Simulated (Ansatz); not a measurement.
Is this Li structure a true minimum?

The cell was found from a structure generator's guess, not taken from experiment.

Theory: DFT PBE, scalar-relativistic, plane waves, PAW in Ansatz 0.2.0. Plane waves to 420 eV, a k mesh through Γ of 12×12×4 on the computed 6-atom cell and Gaussian smearing (0.10 eV); no spin polarisation.

The cell below (6 atoms, space group P6_3/mmc (No. 194)) is relaxed within its symmetry.

```
Li
1.0
     3.01551    0.00000    0.00000
    -1.50775    2.61151    0.00000
     0.00000    0.00000   15.47183
Li
6
Direct
  0.00000 0.00000 0.50000
  0.00000 0.00000 0.00000
  0.66667 0.33333 0.33883
  0.33333 0.66667 0.66117
  0.33333 0.66667 0.83883
  0.66667 0.33333 0.16117
```

For the test a repeat of it with 12 atoms (edges 3.02, 5.22, 15.47 Å) was strained at random (σ = 1.5 % a component), the atoms were moved at random (σ = 0.15 Å), and all was relaxed again on a coarse 8×4×2 mesh (in the run’s order of axes) with 0.20 eV smearing, with no symmetry imposed.

Question: What happens?

Answer: It doesn't return. The energy falls by 25 meV/atom on that mesh, the volume changes by -0.3 %, and the end has space group Cmcm (No. 63) at a loose tolerance. Relaxed again on a 14×14×4 mesh with 0.10 eV smearing, the new structure lies 24 meV/atom below the first (mesh in the axes of the run's cell; the cell below is made exact in the group named). Space group P6_3/mmc (No. 194), hexagonal, a = 3.074 Å, c = 14.810 Å. Li on a site of symmetry 3m has 12 Li at 3.04–3.07 Å; Li on a site of symmetry -6m2 is surrounded by 12 Li at 3.04–3.07 Å.

```cif
data_structure
_symmetry_space_group_name_H-M 'P6_3/mmc'
_symmetry_Int_Tables_number 194
_cell_length_a 3.0740
_cell_length_b 3.0740
_cell_length_c 14.8096
_cell_angle_alpha 90.000
_cell_angle_beta 90.000
_cell_angle_gamma 120.000
_cell_volume 121.19
loop_
_atom_site_label
_atom_site_type_symbol
_atom_site_symmetry_multiplicity
_atom_site_Wyckoff_symbol
_atom_site_fract_x
_atom_site_fract_y
_atom_site_fract_z
_atom_site_occupancy
Li1 Li 4 f 0.66667 0.33333 0.58353 1
Li2 Li 2 b 0.00000 0.00000 0.75000 1
```
